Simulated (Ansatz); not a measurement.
**Hf: pressure against volume**

Hf, Fm-3m, a = 4.418 Å. This isn't the element's structure at ambient conditions. Ansatz: PBEsol, PAW, 420 eV, Γ-centred 16×16×16 mesh on 1 atom, Gaussian smearing 0.10 eV; no spin polarisation. Symmetry fixes shape and atoms, so the cell is only scaled; pressure is positive in compression.

| V (Å³/atom) | P (GPa) |
| --- | --- |
| 20.266 | ? |
| 20.913 | 3.42 |
| 21.560 | -0.04 |
| 22.207 | -3.04 |
| 22.853 | -5.66 |

Take V0 = 21.560 Å³/atom, count pressures from its P0 = -0.04 GPa, fit the third-order Birch–Murnaghan form to the other rows, and predict the missing pressure.

With the Eulerian strain f = ½[(V0/V)^(2/3) − 1] and y = (P − P0)/[3f(1 + 2f)^(5/2)], the form is the line y = B0 + 1.5 B0 (B0′ − 4) f. Rows (f, y): 0.01026, 106.8; -0.00976, 107.6; -0.01904, 108.4. Means f = -0.006180, y = 107.60; Σ(Δf)² = 0.0004485, ΣΔfΔy = -0.02344; the slope is their ratio. y = 107.3 − 52.27 f GPa, so B0 = 107.3 GPa and B0′ = 4 + 2 × (-52.27)/(3 × 107.3) = 3.68. At V = 20.266, f = 0.02106, y = 106.20 and P = 7.40 GPa. The run gave 7.39 GPa, so the fit is 0.01 GPa too high, a small miss on the scale of the series. The form still works here, 33 % of the fitted range beyond its end.

Spin–orbit coupling is left out, which can shift energies with elements as heavy as these.